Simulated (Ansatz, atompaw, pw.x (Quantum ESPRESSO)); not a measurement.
# Hf (Z = 72): one change to the PAW (atompaw) potential, in the atom and in the fcc crystal

Hf, PAW, made with atompaw 4.2.0.5 (PBE, scalar-relativistic). Core [Kr] 4d10 4f14, reference 5s2 5p6 5d2 6s2 6p0. Waves: 5s (bound): rc 2.00 bohr; 6s (bound): rc 2.20 bohr; 5p (bound): rc 1.80 bohr; 6p (bound, empty): rc 3.00 bohr; 5d (bound): rc 3.00 bohr; 5d channel at 4.35 Ry: rc 3.00 bohr. Local part: troulliermartins scheme with l = 3 at 0 Ry, radius 2.75 bohr. Core correction: smooth core density matched at 2.85 bohr. Augmentation charge: besselshape compensation charge, radius 2.20 bohr; PAW radius 3.00 bohr; waves and projectors: custom rrkj gramschmidtortho.

Change: wave 5d channel at 4.35 Ry: rc 3.00 bohr becomes 5d channel at -0.08 Ry: rc 3.00 bohr.

Cutoffs, loose and tight: the cutoffs (Ry, on a coarse ladder) from which the occupation-weighted sum of valence levels, in a spherical-Bessel basis at the reference potential, stays within 10 and 1 mRy of its value at 400 Ry. They see the waves and projectors alone, not the compensation charge or the core.

Crystal test: fcc Hf in pw.x 7.5, no spin, 13³ k-points, Fermi–Dirac smearing 0.01 Ry, cutoffs set for each file from its atomic test. The reference is all-electron LAPW (Ansatz 0.2.0) with the same functional, mesh and smearing; V0 and B0 come from Birch–Murnaghan fits to the pressures at five volumes. Errors are pseudo minus all-electron; Δ is the rms difference of the E(V) curves that follow from these fits, minima aligned, over ±6 % about the mean V0. Mesh and smearing are coarse, so the numbers serve the comparison and aren't converged zero-temperature values; the lattice is a test structure that the element need not adopt.

All-electron: a0 = 4.490 Å (V0 = 22.63 Å³/atom), B0 = 101.6 GPa.

Problem. Does the change bring the crystal closer to the all-electron result?

Solution. The mean pressure error goes from +1.29 to +0.77 GPa, so the change moves the solid closer to the all-electron pressures.

| quantity | base | changed |
| --- | --- | --- |
| outcome (atom) | generated | generated |
| cutoff, loose (atom) | 25 Ry | 25 Ry |
| cutoff, tight (atom) | 45 Ry | 45 Ry |
| bound ghosts (atom) | none | none |
| cutoffs in pw.x (Ry) | 55/550 | 55/550 |
| a0 (Å) | 4.508 | 4.501 |
| a0 error (%) | +0.41 | +0.25 |
| B0 error (%) | +1.6 | +1.3 |
| Δ (meV/atom) | 6.3 | 3.8 |
| mean pressure error (GPa) | +1.29 | +0.77 |

 The atomic cutoffs weigh occupied waves only.
